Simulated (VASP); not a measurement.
# Ga: accuracy against cost in the smearing and plane-wave cutoff, part 3 of 3

A convergence test on Ga: the smearing and plane-wave cutoff. The series runs use r2SCAN. The start is a computed cell from the Materials Project.

VASP 6.6.1; r2SCAN; plane waves and PAW (Ga_d).

Still holding for the runs below: The k-mesh is coarse for a metal.

So far. Step 12 (Smearing: ISMEAR = -5): Against the first of the series the energy at zero width moves by -11.58 meV an atom and the pressure by -0.01 GPa, after 14 cycles in 64 s. Step 14 (Plane-wave cutoff: ENCUT = 170): The series starts at -8.4874 eV an atom and -247.85 GPa, after 13 cycles in 17 s.

The starting crystal is not the ambient structure of Ga (space group No. 64); it is a model or a phase of other conditions.

## (15) Plane-wave cutoff: ENCUT = 210

INCAR

```
SYSTEM = Ga
PREC = Accurate
ENCUT = 210
EDIFF = 1E-06
NELM = 100
ISMEAR = -1
SIGMA = 0.05
LREAL = .FALSE.
ALGO = Normal
METAGGA = R2SCAN
LASPH = .TRUE.
NBANDS = 19
LORBIT = 11
LWAVE = .FALSE.
LCHARG = .FALSE.
KPAR = 2
ISIF = 2
```

POSCAR

```
Ga
1.0
    2.7784220849      0.0000000000      0.0000000000
    0.0000000000      3.2816087900      0.0000000000
   -1.3434310986      0.0000000000      3.9902731763
Ga
2
Direct
    0.8621640000      0.2476030000      0.2268990000
    0.1268730000      0.7572700000      0.7678540000
```

KPOINTS

```
Automatic mesh
0
Gamma
8 7 6
0 0 0
```

Potentials, in the order of the species: Ga_d (PBE family, release 64).

Run with:

```console
> mpirun -np 2 vasp_std
```

Log:

```text
[... set-up lines as in an earlier step ...]
 entering main loop
       N       E                     dE             d eps       ncg     rms          rms(c)
DAV:   1     0.673550040487E+02    0.67355E+02   -0.86147E+03  6929   0.141E+03
DAV:   2    -0.198963144942E+02   -0.87251E+02   -0.85699E+02  6714   0.249E+02
DAV:   3    -0.247397644791E+02   -0.48434E+01   -0.48308E+01  7365   0.572E+01
DAV:   4    -0.247804790477E+02   -0.40715E-01   -0.40701E-01  7314   0.563E+00
[...]
DAV:  10    -0.221245228691E+02    0.82426E-04   -0.17412E-05  6951   0.393E-02    0.430E-03
DAV:  11    -0.221245196007E+02    0.32685E-05   -0.46831E-06  7162   0.306E-02    0.590E-04
DAV:  12    -0.221245190604E+02    0.54031E-06   -0.26716E-07  3874   0.492E-03
   1 F= -.22124519E+02 E0= -.22119976E+02  d E =-.908609E-02
```

Run time: 22 s. Hardware: 2 MPI ranks of Intel Xeon 6975P-C (Granite Rapids), shared host; peak memory 0.26 GiB; 41 s of CPU time.

Parts of OUTCAR (step 15):

```text
  Total      -11.9322312    -11.5135880    -11.5079441      0.0107624      0.0089825     -0.0866412
  in kB     -525.4659548   -507.0299435   -506.7814017      0.4739516      0.3955667     -3.8154640
  external PRESSURE =    -513.0924333 kB  Pullay stress =       0.0000000 kB

 POSITION                                       TOTAL-FORCE (eV/Angst)
 -----------------------------------------------------------------------------------
      2.09063      0.81254      0.90539        -0.008253      0.071071      0.019427
     -0.67905      2.48506      3.06395         0.008253     -0.071071     -0.019427
 -----------------------------------------------------------------------------------
    total drift:                               -0.001116      0.001701     -0.001617

  FREE ENERGIE OF THE ION-ELECTRON SYSTEM (eV)
  ---------------------------------------------------
  free  energy   TOTEN  =       -22.1245190604 eV

  energy  without entropy=      -22.1154329744  energy(sigma->0) =      -22.11997602

[... 1 part as in an earlier step ...]

[... 2 further parts left out ...]
[key lines of the parts left out:]
E-fermi :   5.9096
```

Against the run before the energy moves by -2572.55 meV an atom and the pressure by +196.54 GPa, after 12 cycles in 22 s.

## (16) Plane-wave cutoff: ENCUT = 250

INCAR: that of step 15 with these lines changed.

```diff
@@ -2,3 +2,3 @@
 PREC = Accurate
-ENCUT = 210
+ENCUT = 250
 EDIFF = 1E-06
```

POSCAR is that of step 15.

KPOINTS is that of step 15.

Run with:

```console
> mpirun -np 2 vasp_std
```

Log:

```text
[... set-up lines as in an earlier step ...]
 entering main loop
       N       E                     dE             d eps       ncg     rms          rms(c)
DAV:   1     0.746694763023E+02    0.74669E+02   -0.93600E+03  6896   0.171E+03
DAV:   2    -0.188374976350E+02   -0.93507E+02   -0.91743E+02  6700   0.275E+02
DAV:   3    -0.250635883823E+02   -0.62261E+01   -0.62099E+01  7468   0.687E+01
DAV:   4    -0.251269126067E+02   -0.63324E-01   -0.63302E-01  7255   0.755E+00
[...]
DAV:  11    -0.226421236226E+02    0.36149E-04   -0.80989E-05  7701   0.144E-01    0.149E-03
DAV:  12    -0.226421281534E+02   -0.45307E-05   -0.34133E-06  5711   0.176E-02    0.655E-04
DAV:  13    -0.226421284863E+02   -0.33295E-06   -0.18644E-07  3911   0.499E-03
   1 F= -.22642128E+02 E0= -.22637612E+02  d E =-.903285E-02
```

It took 27 s on 2 MPI ranks; peak memory 0.26 GiB.

From OUTCAR (step 16):

```text
  Total       -2.3620054     -1.8146028     -1.8796297     -0.0056747      0.0073880     -0.0823525
  in kB     -104.0168754    -79.9106216    -82.7742446     -0.2499012      0.3253478     -3.6266025
  external PRESSURE =     -88.9005805 kB  Pullay stress =       0.0000000 kB

 POSITION                                       TOTAL-FORCE (eV/Angst)
 -----------------------------------------------------------------------------------
      2.09063      0.81254      0.90539         0.000275      0.069062      0.118341
     -0.67905      2.48506      3.06395        -0.000275     -0.069062     -0.118341
 -----------------------------------------------------------------------------------
    total drift:                                0.000544     -0.000002     -0.001418

  FREE ENERGIE OF THE ION-ELECTRON SYSTEM (eV)
  ---------------------------------------------------
  free  energy   TOTEN  =       -22.6421284863 eV

  energy  without entropy=      -22.6330956366  energy(sigma->0) =      -22.63761206

[... 1 part as in an earlier step ...]

[... 2 further parts left out ...]
[key lines of the parts left out:]
E-fermi :   5.9171
```

Against the run before the energy moves by -258.82 meV an atom and the pressure by +42.42 GPa, after 13 cycles in 27 s.

## (17) Plane-wave cutoff: ENCUT = 280

INCAR: that of step 16 with these lines changed.

```diff
@@ -2,3 +2,3 @@
 PREC = Accurate
-ENCUT = 250
+ENCUT = 280
 EDIFF = 1E-06
```

POSCAR is that of step 16.

KPOINTS is that of step 16.

Run with:

```console
> mpirun -np 2 vasp_std
```

Log:

```text
[... set-up lines as in an earlier step ...]
 entering main loop
       N       E                     dE             d eps       ncg     rms          rms(c)
DAV:   1     0.797613038336E+02    0.79761E+02   -0.99808E+03  6922   0.187E+03
DAV:   2    -0.180737631562E+02   -0.97835E+02   -0.96073E+02  6705   0.293E+02
DAV:   3    -0.250680717241E+02   -0.69943E+01   -0.69725E+01  7278   0.745E+01
DAV:   4    -0.251497194947E+02   -0.81648E-01   -0.81611E-01  7497   0.888E+00
[...]
DAV:  11    -0.226884160181E+02    0.49553E-04   -0.94648E-05  8141   0.161E-01    0.363E-03
DAV:  12    -0.226884209421E+02   -0.49240E-05   -0.61968E-06  8037   0.320E-02    0.626E-04
DAV:  13    -0.226884203333E+02    0.60880E-06   -0.25499E-07  4052   0.569E-03
   1 F= -.22688420E+02 E0= -.22683906E+02  d E =-.902878E-02
```

It took 23 s on 2 MPI ranks; peak memory 0.29 GiB.

OUTCAR, selected parts (step 17):

```text
  Total       -0.6955469     -0.1347924     -0.1942325     -0.0061235      0.0006796     -0.0899357
  in kB      -30.6301656     -5.9359252     -8.5535203     -0.2696654      0.0299275     -3.9605442
  external PRESSURE =     -15.0398704 kB  Pullay stress =       0.0000000 kB

 POSITION                                       TOTAL-FORCE (eV/Angst)
 -----------------------------------------------------------------------------------
      2.09063      0.81254      0.90539         0.014460      0.080890      0.104029
     -0.67905      2.48506      3.06395        -0.014460     -0.080890     -0.104029
 -----------------------------------------------------------------------------------
    total drift:                               -0.000368      0.001633     -0.002143

  FREE ENERGIE OF THE ION-ELECTRON SYSTEM (eV)
  ---------------------------------------------------
  free  energy   TOTEN  =       -22.6884203333 eV

  energy  without entropy=      -22.6793915560  energy(sigma->0) =      -22.68390594

[... 1 part as in an earlier step ...]

[... 2 further parts left out ...]
[key lines of the parts left out:]
E-fermi :   5.9170
```

Against the run before the energy moves by -23.15 meV an atom and the pressure by +7.39 GPa, after 13 cycles in 23 s.

## (18) Plane-wave cutoff: ENCUT = 330

INCAR: that of step 17 with these lines changed.

```diff
@@ -2,3 +2,3 @@
 PREC = Accurate
-ENCUT = 280
+ENCUT = 330
 EDIFF = 1E-06
```

POSCAR is that of step 17.

KPOINTS is that of step 17.

Run with:

```console
> mpirun -np 2 vasp_std
```

Log:

```text
[... set-up lines as in an earlier step ...]
 entering main loop
       N       E                     dE             d eps       ncg     rms          rms(c)
DAV:   1     0.880425950900E+02    0.88043E+02   -0.10877E+04  6890   0.208E+03
DAV:   2    -0.168244340856E+02   -0.10487E+03   -0.10281E+03  6671   0.320E+02
DAV:   3    -0.250500115112E+02   -0.82256E+01   -0.81936E+01  7273   0.827E+01
DAV:   4    -0.251571842176E+02   -0.10717E+00   -0.10712E+00  7487   0.105E+01
[...]
DAV:  11    -0.226978610102E+02    0.53358E-04   -0.11069E-04  8192   0.177E-01    0.337E-03
DAV:  12    -0.226978671204E+02   -0.61101E-05   -0.59197E-06  7246   0.286E-02    0.850E-04
DAV:  13    -0.226978663694E+02    0.75091E-06   -0.33073E-07  4159   0.785E-03
   1 F= -.22697866E+02 E0= -.22693352E+02  d E =-.902842E-02
```

Wall time 30 s (2 MPI ranks); peak memory 0.3 GiB.

Parts of OUTCAR (step 18):

```text
  Total       -0.3964770      0.1800296      0.1091410     -0.0015346      0.0050018     -0.0885878
  in kB      -17.4598662      7.9280603      4.8062987     -0.0675802      0.2202690     -3.9011887
  external PRESSURE =      -1.5751691 kB  Pullay stress =       0.0000000 kB

 POSITION                                       TOTAL-FORCE (eV/Angst)
 -----------------------------------------------------------------------------------
      2.09063      0.81254      0.90539         0.016944      0.065878      0.104109
     -0.67905      2.48506      3.06395        -0.016944     -0.065878     -0.104109
 -----------------------------------------------------------------------------------
    total drift:                               -0.001081      0.001230     -0.000628

  FREE ENERGIE OF THE ION-ELECTRON SYSTEM (eV)
  ---------------------------------------------------
  free  energy   TOTEN  =       -22.6978663694 eV

  energy  without entropy=      -22.6888379539  energy(sigma->0) =      -22.69335216

[... 1 part as in an earlier step ...]

[... 2 further parts left out ...]
[key lines of the parts left out:]
E-fermi :   5.9159
```

Against the run before the energy moves by -4.72 meV an atom and the pressure by +1.35 GPa, after 13 cycles in 30 s.

## (19) Plane-wave cutoff: ENCUT = 370

INCAR: that of step 18 with these lines changed.

```diff
@@ -2,3 +2,3 @@
 PREC = Accurate
-ENCUT = 330
+ENCUT = 370
 EDIFF = 1E-06
```

POSCAR is that of step 18.

KPOINTS is that of step 18.

Run with:

```console
> mpirun -np 2 vasp_std
```

Log:

```text
[... set-up lines as in an earlier step ...]
 entering main loop
       N       E                     dE             d eps       ncg     rms          rms(c)
DAV:   1     0.937754958154E+02    0.93775E+02   -0.11509E+04  6792   0.222E+03
DAV:   2    -0.162303285104E+02   -0.11001E+03   -0.10791E+03  6682   0.338E+02
DAV:   3    -0.250378219180E+02   -0.88075E+01   -0.87683E+01  7286   0.868E+01
DAV:   4    -0.251545318769E+02   -0.11671E+00   -0.11664E+00  7544   0.111E+01
[...]
DAV:  11    -0.226956886498E+02    0.52305E-04   -0.11061E-04  8095   0.179E-01    0.311E-03
DAV:  12    -0.226956949370E+02   -0.62872E-05   -0.57835E-06  7099   0.281E-02    0.702E-04
DAV:  13    -0.226956943298E+02    0.60729E-06   -0.26890E-07  4184   0.666E-03
   1 F= -.22695694E+02 E0= -.22691181E+02  d E =-.902675E-02
```

Run time: 57 s. Hardware: 2 MPI ranks; peak memory 0.33 GiB; 1.9 min of CPU time.

OUTCAR, selected parts (step 19):

```text
  Total       -0.4922687      0.0787339      0.0265996     -0.0005674      0.0026144     -0.0865276
  in kB      -21.6782959      3.4672458      1.1713809     -0.0249863      0.1151305     -3.8104604
  external PRESSURE =      -5.6798897 kB  Pullay stress =       0.0000000 kB

 POSITION                                       TOTAL-FORCE (eV/Angst)
 -----------------------------------------------------------------------------------
      2.09063      0.81254      0.90539         0.000764      0.036609      0.108682
     -0.67905      2.48506      3.06395        -0.000764     -0.036609     -0.108682
 -----------------------------------------------------------------------------------
    total drift:                               -0.000691      0.000299     -0.000409

  FREE ENERGIE OF THE ION-ELECTRON SYSTEM (eV)
  ---------------------------------------------------
  free  energy   TOTEN  =       -22.6956943298 eV

  energy  without entropy=      -22.6866675787  energy(sigma->0) =      -22.69118095

[... 1 part as in an earlier step ...]

[... 2 further parts left out ...]
[key lines of the parts left out:]
E-fermi :   5.9158
```

Against the run before the energy moves by +1.09 meV an atom and the pressure by -0.41 GPa, after 13 cycles in 57 s.

## (20) Plane-wave cutoff: ENCUT = 450

INCAR: that of step 19 with these lines changed.

```diff
@@ -2,3 +2,3 @@
 PREC = Accurate
-ENCUT = 370
+ENCUT = 450
 EDIFF = 1E-06
```

POSCAR is that of step 19.

KPOINTS is that of step 19.

Run with:

```console
> mpirun -np 2 vasp_std
```

Log:

```text
[... set-up lines as in an earlier step ...]
 entering main loop
       N       E                     dE             d eps       ncg     rms          rms(c)
DAV:   1     0.100846204225E+03    0.10085E+03   -0.12873E+04  6871   0.248E+03
DAV:   2    -0.155990417193E+02   -0.11645E+03   -0.11416E+03  6676   0.366E+02
DAV:   3    -0.250174374846E+02   -0.94184E+01   -0.93723E+01  7184   0.910E+01
DAV:   4    -0.251519881107E+02   -0.13455E+00   -0.13445E+00  7572   0.121E+01
[...]
DAV:  11    -0.226991103923E+02    0.51630E-04   -0.10301E-04  7929   0.174E-01    0.374E-03
DAV:  12    -0.226991152777E+02   -0.48854E-05   -0.73496E-06  8249   0.350E-02    0.538E-04
DAV:  13    -0.226991150294E+02    0.24833E-06   -0.26304E-07  4140   0.596E-03
   1 F= -.22699115E+02 E0= -.22694603E+02  d E =-.902469E-02
```

Wall time 66 s (2 MPI ranks); peak memory 0.38 GiB; 2.2 min of CPU time.

OUTCAR, selected parts (step 20):

```text
  Total       -0.4136456      0.1534509      0.0976366     -0.0034118      0.0024170     -0.0871394
  in kB      -18.2159273      6.7575975      4.2996765     -0.1502460      0.1064382     -3.8374030
  external PRESSURE =      -2.3862178 kB  Pullay stress =       0.0000000 kB

 POSITION                                       TOTAL-FORCE (eV/Angst)
 -----------------------------------------------------------------------------------
      2.09063      0.81254      0.90539         0.001413      0.034448      0.100718
     -0.67905      2.48506      3.06395        -0.001413     -0.034448     -0.100718
 -----------------------------------------------------------------------------------
    total drift:                                0.000179     -0.000746      0.000227

  FREE ENERGIE OF THE ION-ELECTRON SYSTEM (eV)
  ---------------------------------------------------
  free  energy   TOTEN  =       -22.6991150294 eV

  energy  without entropy=      -22.6900903405  energy(sigma->0) =      -22.69460268

[... 1 part as in an earlier step ...]

[... 2 further parts left out ...]
[key lines of the parts left out:]
E-fermi :   5.9160
```

Against the run before the energy moves by -1.71 meV an atom and the pressure by +0.33 GPa, after 13 cycles in 66 s.

## (21) Plane-wave cutoff: ENCUT = 570

INCAR: that of step 20 with these lines changed.

```diff
@@ -2,3 +2,3 @@
 PREC = Accurate
-ENCUT = 450
+ENCUT = 570
 EDIFF = 1E-06
```

POSCAR is that of step 20.

KPOINTS is that of step 20.

Run with:

```console
> mpirun -np 2 vasp_std
```

Log:

```text
[... set-up lines as in an earlier step ...]
 entering main loop
       N       E                     dE             d eps       ncg     rms          rms(c)
DAV:   1     0.112758442851E+03    0.11276E+03   -0.14586E+04  6802   0.284E+03
DAV:   2    -0.143525285374E+02   -0.12711E+03   -0.12451E+03  6655   0.404E+02
DAV:   3    -0.249937604564E+02   -0.10641E+02   -0.10571E+02  7263   0.999E+01
DAV:   4    -0.251517373583E+02   -0.15798E+00   -0.15778E+00  7563   0.131E+01
[...]
DAV:  11    -0.227005596355E+02    0.52415E-04   -0.10289E-04  8042   0.176E-01    0.401E-03
DAV:  12    -0.227005637244E+02   -0.40889E-05   -0.82804E-06  8362   0.391E-02    0.487E-04
DAV:  13    -0.227005636036E+02    0.12081E-06   -0.28397E-07  4165   0.549E-03
   1 F= -.22700564E+02 E0= -.22696052E+02  d E =-.902363E-02
```

The job ended after 83 s (2 MPI ranks; peak memory 0.47 GiB; 2.7 min of CPU time).

OUTCAR, selected parts (step 21):

```text
  Total       -0.4010711      0.1764991      0.1245915     -0.0014781      0.0033879     -0.0839384
  in kB      -17.6621797      7.7725858      5.4867032     -0.0650930      0.1491938     -3.6964393
  external PRESSURE =      -1.4676302 kB  Pullay stress =       0.0000000 kB

 POSITION                                       TOTAL-FORCE (eV/Angst)
 -----------------------------------------------------------------------------------
      2.09063      0.81254      0.90539        -0.000048      0.047401      0.097946
     -0.67905      2.48506      3.06395         0.000048     -0.047401     -0.097946
 -----------------------------------------------------------------------------------
    total drift:                                0.000180     -0.000137     -0.000300

  FREE ENERGIE OF THE ION-ELECTRON SYSTEM (eV)
  ---------------------------------------------------
  free  energy   TOTEN  =       -22.7005636036 eV

  energy  without entropy=      -22.6915399766  energy(sigma->0) =      -22.69605179

[... 1 part as in an earlier step ...]

[... 2 further parts left out ...]
[key lines of the parts left out:]
E-fermi :   5.9161
```

Against the run before the energy moves by -0.72 meV an atom and the pressure by +0.09 GPa, after 13 cycles in 83 s.

## (22) The plane-wave cutoff series as a table

This step: convergence of r2SCAN results with the cutoff; plane waves and PAW (VASP 6.6.1).

No new run; the numbers come from the runs before.

Differences are taken from the run with ENCUT = 570. Results of the series, by row:

```tsv
setting	status	energy less the reference (meV/atom)	pressure (GPa)	largest force difference (meV/Å)	SCF cycles	wall time (s)
ENCUT = 170	converged	2861	-247.8	415.1	13	16.8
ENCUT = 210	converged	288	-51.31	78.52	12	22
ENCUT = 250	converged	29.22	-8.89	21.66	13	27
ENCUT = 280	converged	6.073	-1.504	33.49	13	23
ENCUT = 330	converged	1.35	-0.1575	18.48	13	30
ENCUT = 370	converged	2.435	-0.568	10.79	13	57
ENCUT = 450	converged	0.7246	-0.2386	12.95	13	66
ENCUT = 570	converged	0	-0.1468	0	13	83
```

## (23) What came out

```yaml
spread_of_the_pressure_over_the_smearing: 0.369 GPa
spread_of_the_energy_over_the_smearing: 11.6 meV/atom
plane_wave_cutoff_from_which_the_energy_stays_within_10_mev_atom_of_the_reference: ENCUT = 280
plane_wave_cutoff_from_which_the_energy_stays_within_1_mev_atom_of_the_reference: ENCUT = 450
plane_wave_cutoff_from_which_the_pressure_stays_within_0p2_gpa_of_the_reference: ENCUT = 450
spread_of_the_pressure_over_the_plane_wave_cutoff: 248 GPa
spread_of_the_energy_over_the_plane_wave_cutoff: 2861 meV/atom
```

In words: The usual rule keeps the entropy term T·S under 1 meV an atom, which holds, of the widths tried, up to 0.05 eV for Gaussian and 0.1 eV for first-order Methfessel-Paxton. That rule is made for Methfessel-Paxton; with the other schemes the zero-width estimate is the energy to use. Farthest in energy from the narrowest smearing lies ISMEAR = -5 (-11.6 meV an atom, -0.01 GPa, 106.2 meV/Å in forces). On a fixed mesh a narrow width is not the exact answer for a metal: it samples the Fermi surface more noisily. From ENCUT = 450 on, the energy stays within 1 meV an atom of the reference, at 80 % of its time. The pressure holds within 0.2 GPa from ENCUT = 450 on. These cutoffs are 0.6 to 2 times the default of the data sets, about 280 eV; at the default the run is off by +6.1 meV an atom, -1.36 GPa, 33.5 meV/Å in forces, and at 1.3 times by +2.4 meV an atom, -0.42 GPa, 10.8 meV/Å in forces. Energy differences between like cells converge faster than these totals. For the plane-wave cutoff, differences are taken from the run with ENCUT = 570, which is itself not the exact limit. The runs at ENCUT = 170; ENCUT = 210; ENCUT = 250 are over 30 meV an atom or 2 GPa off and describe the material poorly.

[Lines on the potential files, build, host, timing and source positions are cut from VASP's logs without a mark.]

[Logs are printed without paths, hosts, clocks, repeated set-up lines and the standing remarks that a program may print on its own settings, such as how far it seeks lower states.]

[Hosts, paths, dates, database ids (printed as entryN), source tags and the programs' standing remarks are cut or masked in the printed files.]

[A measured line is paired with the nearest computed mode of its activity, which favours agreement.]

[In band tables of VASP the shares of atoms and orbitals are scaled to a sum of 1 inside the atoms' spheres.]
